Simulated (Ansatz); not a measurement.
Level of theory: Ansatz 0.2.0, DFT PBE, scalar-relativistic, plane waves, PAW. All cells share a 420 eV cutoff and Γ-centred k meshes spaced at most about 0.3 Å⁻¹ (about 0.25 or finer for metals, 2π included). No spin polarisation.

These are static total energies at zero pressure.

Two forms of Si6Ru were relaxed alike.

A.

```cif
data_structure
_symmetry_space_group_name_H-M 'Pmm2'
_symmetry_Int_Tables_number 25
_cell_length_a 7.2778
_cell_length_b 7.4516
_cell_length_c 4.2539
_cell_angle_alpha 90.000
_cell_angle_beta 90.000
_cell_angle_gamma 90.000
_cell_volume 230.70
loop_
_atom_site_label
_atom_site_type_symbol
_atom_site_symmetry_multiplicity
_atom_site_Wyckoff_symbol
_atom_site_fract_x
_atom_site_fract_y
_atom_site_fract_z
_atom_site_occupancy
Si1 Si 1 a 0.00000 0.00000 0.91468 1
Si2 Si 1 c 0.50000 0.00000 0.86936 1
Si3 Si 2 e 0.76044 0.00000 0.54443 1
Si4 Si 2 g 0.00000 0.68710 0.06884 1
Si5 Si 2 h 0.50000 0.72115 0.10841 1
Si6 Si 4 i 0.75597 0.67824 0.47274 1
Ru1 Ru 2 f 0.72579 0.50000 0.94149 1
```

B.

```cif
data_structure
_symmetry_space_group_name_H-M 'P-3m1'
_symmetry_Int_Tables_number 164
_cell_length_a 3.9442
_cell_length_b 3.9442
_cell_length_c 10.0884
_cell_angle_alpha 90.000
_cell_angle_beta 90.000
_cell_angle_gamma 120.000
_cell_volume 135.92
loop_
_atom_site_label
_atom_site_type_symbol
_atom_site_symmetry_multiplicity
_atom_site_Wyckoff_symbol
_atom_site_fract_x
_atom_site_fract_y
_atom_site_fract_z
_atom_site_occupancy
Si1 Si 2 d 0.33333 0.66667 0.07046 1
Si2 Si 2 d 0.33333 0.66667 0.30808 1
Si3 Si 2 c 0.00000 0.00000 0.38214 1
Ru1 Ru 1 a 0.00000 0.00000 0.00000 1
```

Question: Which would you expect to be lower, and how large is the difference?

Answer: A is lower, by 163 meV/atom. A has space group Pmm2 (No. 25), 16.5 Å³/atom and no gap on its mesh; B has space group P-3m1 (No. 164), 19.4 Å³/atom and no gap. Counting Si atoms around Ru (those within 1.25 times the shortest such distance or 1.15 times the sum of covalent radii, 1.27 where that leaves under three), A has Ru 8 and B has Ru 6. A and B both hold Si–Si nets. The denser one is the lower, and pressure would at first widen the difference. Origin: A, invented, then shaken at random and relaxed again; B, invented.

Cells relaxed within their symmetry can be saddle points.
